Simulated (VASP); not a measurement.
# Settings for BaTiO₃: relaxation of the atoms

BaTiO₃, P1 (no. 1), 5 atoms in the cell. PBEsol; PAW potentials Ba_sv, Ti_sv, O (PBE set). VASP 6.6.1.

Wanted: energy within 2 meV/atom; shortest distances from each atom, periodic images included within 0.005 Å.

What the run is for: geometry; Accuracy asked: standard.

POSCAR:
```
BaTiO3
1.0
    4.0060000000      0.0000000000      0.0000000000
    0.0000000000      4.0060000000      0.0000000000
    0.0000000000      0.0000000000      4.0060000000
Ba Ti O
1 1 3
Direct
    0.4922060000      0.5106280000      0.5075280000
   -0.0039390000     -0.0051220000     -0.0065330000
    0.0095450000      0.0159990000      0.5175510000
    0.0120690000      0.4943720000      0.0036380000
    0.4913350000      0.0047790000     -0.0038670000
```

The series start from Plane-wave cutoff (eV): 520; k-point mesh: 4 × 4 × 4; Ionic threshold (EDIFFG): -0.01; Electronic threshold (eV): 1e-6; Precision mode (PREC): Accurate; Relaxation algorithm: IBRION=2; Electronic steps between moves: NELMIN=4 ALGO=Normal. Each series keeps the choices made before it, and each single choice may use up half of a tolerance.

## Plane-wave cutoff (eV)

| Plane-wave cutoff (eV) | Energy less reference (meV/atom) | Shortest distances from each atom, periodic images included, largest deviation (Å) | SCF iterations | Time (s) |
|---|---|---|---|---|
| 360 | -19.4 | 0.0039 | 103 | 49 |
| 400 | -5.9 | 0.0024 | 104 | 50 |
| 460 | 0.7 | 0.0009 | 100 | 51 |
| 520 | 2.0 | 0.0021 | 107 | 91 |
| 640 (reference) | 0.0 | 0.0000 | 100 | 89 |

Chosen: 640; the next looser run is off by more than half of the tolerance, so convergence isn't shown beyond this value.

## k-point mesh

| k-point mesh | Energy less reference (meV/atom) | Shortest distances from each atom, periodic images included, largest deviation (Å) | Time (s) |
|---|---|---|---|
| 2 × 2 × 2 | 55.5 | 0.0965 | 41 |
| 3 × 3 × 3 | 6.4 | 0.0276 | 53 |
| 4 × 4 × 4 | 0.6 | 0.0071 | 89 |
| 5 × 5 × 5 | 0.0 | 0.0019 | 149 |
| 6 × 6 × 6 (reference) | 0.0 | 0.0000 | 275 |

Chosen: 5 × 5 × 5, the loosest value from which every tighter one stays within half of the tolerance.

## Ionic threshold (EDIFFG)

| Ionic threshold (EDIFFG) | Energy less reference (meV/atom) | Shortest distances from each atom, periodic images included, largest deviation (Å) | Time (s) |
|---|---|---|---|
| -0.1 | 0.1 | 0.0084 | 139 |
| -0.05 | 0.0 | 0.0047 | 161 |
| -0.02 | 0.0 | 0.0022 | 143 |
| -0.01 | 0.0 | 0.0014 | 149 |
| -0.005 | 0.0 | 0.0004 | 145 |
| -0.002 (reference) | 0.0 | 0.0000 | 160 |

Chosen: -0.02.

## Electronic threshold (eV)

| Electronic threshold (eV) | Energy less reference (meV/atom) | Shortest distances from each atom, periodic images included, largest deviation (Å) | Time (s) |
|---|---|---|---|
| 0.0001 | 0.0 | 0.0015 | 102 |
| 1e-5 | 0.0 | 0.0016 | 132 |
| 1e-6 | 0.0 | 0.0005 | 143 |
| 1e-7 (reference) | 0.0 | 0.0000 | 131 |

Chosen: 0.0001.

## Precision mode (PREC)

| Precision mode (PREC) | Energy less reference (meV/atom) | Shortest distances from each atom, periodic images included, largest deviation (Å) | SCF iterations | Time (s) |
|---|---|---|---|---|
| Normal | 0.0 | 0.0001 | 85 | 67 |
| Accurate (reference) | 0.0 | 0.0000 | 85 | 102 |

Chosen: Normal.

## Relaxation algorithm

| Relaxation algorithm | Energy less reference (meV/atom) | Shortest distances from each atom, periodic images included, largest deviation (Å) | Time (s) |
|---|---|---|---|
| IBRION=2 | 0.0 | 0.0000 | 67 |
| IBRION=2 POTIM=0.2 | 0.0 | 0.0024 | 74 |
| IBRION=2 POTIM=0.8 | 0.0 | 0.0016 | 68 |
| IBRION=1 | 3.8 | 0.1244 | 128 |
| IBRION=1 POTIM=0.2 | 3.8 | 0.1236 | 90 |
| IBRION=1 POTIM=0.3 NFREE=10 | 3.8 | 0.1252 | 46 |
| IBRION=3 POTIM=0.2 SMASS=0.4 | 0.0 | 0.0036 | 72 |
| IBRION=3 POTIM=0.3 | 0.0 | 0.0016 | 41 |

Chosen: IBRION=3 POTIM=0.3, the fastest of those that stay within half of the tolerance.

## Electronic steps between moves

| Electronic steps between moves | Energy less reference (meV/atom) | Shortest distances from each atom, periodic images included, largest deviation (Å) | SCF iterations | Time (s) |
|---|---|---|---|---|
| NELMIN=4 ALGO=Normal | 0.0 | 0.0000 | 57 | 41 |
| ALGO=Normal | 0.0 | 0.0004 | 55 | 40 |
| NELMIN=4 MAXMIX=40 ALGO=Normal | 0.0 | 0.0014 | 56 | 46 |
| NELMIN=4 ALGO=Fast | 0.0 | 0.0044 | 91 | 75 |
| NELMIN=4 MAXMIX=40 ALGO=Fast | 0.0 | 0.0022 | 87 | 74 |

Chosen: NELMIN=4 ALGO=Normal; no other choice that stays within half of the tolerance saves 30 % of the time.

## All choices together

| Input | Energy less reference (meV/atom) | Shortest distances from each atom, periodic images included, largest deviation (Å) | Time (s) |
|---|---|---|---|
| the program's defaults (naive) | -5.9 | 0.0133 | 21 |
| chosen settings | 0.0 | 0.0023 | 41 |
| reference settings throughout | 0.0 | 0.0000 | 297 |

The chosen settings stay within the tolerance of the reference run, but the reference itself isn't shown to be converged in: Plane-wave cutoff (eV).

## The input

INCAR:
```
SYSTEM = BaTiO3
GGA = PS
ISMEAR = 0
SIGMA = 0.03
LWAVE = .FALSE.
LCHARG = .FALSE.
ISIF = 2
NSW = 120
PREC = Normal
LASPH = .TRUE.
LREAL = .FALSE.
ALGO = Normal
EDIFF = 1E-4
NELM = 120
GGA_COMPAT = .FALSE.
IBRION = 3
EDIFFG = -0.02
NELMIN = 4
ENCUT = 640
EFERMI = MIDGAP
KPAR = 8
POTIM = 0.3
```

KPOINTS:
```
Automatic mesh
0
Gamma
  5 5 5
  0 0 0
```

Commands:
```
cat potpaw_PBE.64/Ba_sv/POTCAR potpaw_PBE.64/Ti_sv/POTCAR potpaw_PBE.64/O/POTCAR > POTCAR
mpirun -np 8 vasp_std > vasp.out
```

The chosen input took VASP 6.6.1 41 s on 8 cores (Intel Xeon Platinum 8488C (Sapphire Rapids)), a shared host.
